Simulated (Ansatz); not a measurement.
System: CuCl (zinc blende type), 2 atoms in the cell.

```xyz
2
Lattice="0.0000 2.7100 2.7100 2.7100 0.0000 2.7100 2.7100 2.7100 0.0000" Properties=species:S:1:pos:R:3 pbc="T T T"
Cu    0.0000    0.0000    0.0000
Cl    1.3550    1.3550    1.3550
```

Theory: r²SCAN, plane waves, all-electron PAW datasets generated for the crystal, point nucleus in Ansatz 0.2.0 development build.

Cutoff 300 eV; k-mesh 6×6×6 Γ-centred; Fermi–Dirac smearing of 0.02 eV; no spin polarisation.

**Question.** How large is the gap on this mesh, is it direct, and where do the band edges lie (fractions of the reciprocal vectors of this cell)?

**Answer.** 0.89 eV, direct at (0.000, 0.000, 0.000).

**Question.** List the levels near the gap at (0.000, 0.000, 0.000), (0.000, 0.000, 0.333), (0.000, 0.167, 0.333), (0.000, 0.167, -0.500), (0.000, 0.167, -0.333), in eV from the top of the valence band (v1 is the highest filled band, c1 the lowest empty one).

**Answer.** 
| k | v4 | v3 | v2 | v1 | c1 | c2 |
| --- | --- | --- | --- | --- | --- | --- |
| (0.000, 0.000, 0.000) | -1.46 | 0.00 | 0.00 | 0.00 | 0.89 | 7.11 |
| (0.000, 0.000, 0.333) | -1.44 | -1.08 | -0.39 | -0.39 | 3.04 | 6.55 |
| (0.000, 0.167, 0.333) | -1.37 | -0.94 | -0.58 | -0.46 | 3.41 | 5.73 |
| (0.000, 0.167, -0.500) | -1.37 | -1.31 | -0.70 | -0.68 | 4.05 | 6.08 |
| (0.000, 0.167, -0.333) | -1.43 | -1.21 | -0.81 | -0.47 | 4.04 | 6.31 |

Semilocal functionals give gaps that mostly lie well below measured ones.
